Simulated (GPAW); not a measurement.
# Rh in GPAW: convergence with k mesh

Crystal: Rh.

```
CELL_PARAMETERS angstrom
0.00000 1.89785 1.89785
1.89785 0.00000 1.89785
1.89785 1.89785 0.00000
ATOMIC_POSITIONS crystal
Rh 0.00000 0.00000 0.00000
```

| Item | Value |
| --- | --- |
| Program | GPAW 26.7.0 |
| Task | Fermi surface |
| Functional | vdW-DF2 |
| Potentials or basis | GPAW PAW data sets (gpaw-data 1.2.1) |
| Cutoff | 450 eV |
| Basis | pw |
| k mesh | 3 × 3 × 3 |
| Occupations | fermi-dirac, width 0.05 eV |
| Spin | no spin polarisation |

These are the settings of the first run; the series varies k mesh, with any setting tied to it.

Hardware: 1 thread of Arm Neoverse V2, on a shared host.

| k mesh | energy less the tightest run, at zero smearing (meV/atom) | SCF cycles | CPU time (s) | peak memory (GiB) |
| --- | --- | --- | --- | --- |
| 3 × 3 × 3 | 1485.73 | 11 | 3.3 | 0.14 |
| 5 × 5 × 5 | 147.04 | 8 | 4 | 0.14 |
| 6 × 6 × 6 | 88.63 | 8 | 5.3 | 0.14 |
| 7 × 7 × 7 | -67.44 | 8 | 6.7 | 0.14 |
| 9 × 9 × 9 | 14.81 | 9 | 9.4 | 0.15 |
| 11 × 11 × 11 | 5.52 | 8 | 15 | 0.17 |
| 13 × 13 × 13 | 0.00 | 8 | 19 | 0.18 |

Not settled before the last step: the energy (to 1 meV/atom). Meshes of other sizes hit other points, so gaps and Fermi surfaces needn't settle smoothly. The tightest run that finished is the yardstick and may itself not be fully converged.
